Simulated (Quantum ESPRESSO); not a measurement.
The system is SiC (Moissanite 6H).

```
CELL_PARAMETERS angstrom
3.09500 0.00000 0.00000
-1.54750 2.68035 0.00000
0.00000 0.00000 15.17000
ATOMIC_POSITIONS crystal
Si 0.66667 0.33333 0.45830
Si 0.33333 0.66667 0.95830
Si 0.66667 0.33333 0.79170
Si 0.33333 0.66667 0.29170
Si 0.00000 0.00000 0.62500
Si 0.00000 0.00000 0.12500
C 0.66667 0.33333 0.33330
C 0.33333 0.66667 0.83330
C 0.66667 0.33333 0.66670
C 0.33333 0.66667 0.16670
C 0.00000 0.00000 0.50000
C 0.00000 0.00000 0.00000
```

Base run:

| Property | Result |
| --- | --- |
| Program | Quantum ESPRESSO 7.5 |
| Functional | PBE |
| Potentials or basis | PseudoDojo 0.4.1 SR PBE standard |
| Cutoff | 1116 eV |
| Density cutoff | 4463 eV |
| k mesh | 10 × 10 × 2 |
| Occupations | fermi-dirac, width 0.05 eV |
| Spin | no spin polarisation |

Its results: band gap on the k mesh 2.03 eV, indirect (least direct gap 3.12 eV); pressure 0.2 GPa; largest force 0.140 eV/Å.

Problem. The run is repeated on the same cell with these changes: functional from PBE to RPBE. What comes out?

Solution. Band gap on the k mesh 2.08 eV, indirect (least direct gap 3.18 eV); pressure 1.1 GPa; largest force 0.139 eV/Å.

RPBE binds less tightly than PBE, so the same cell stands under more pressure.

Caveats: some levels on the path didn't converge; the potentials were made for another functional, which shifts forces and pressure (some runs).
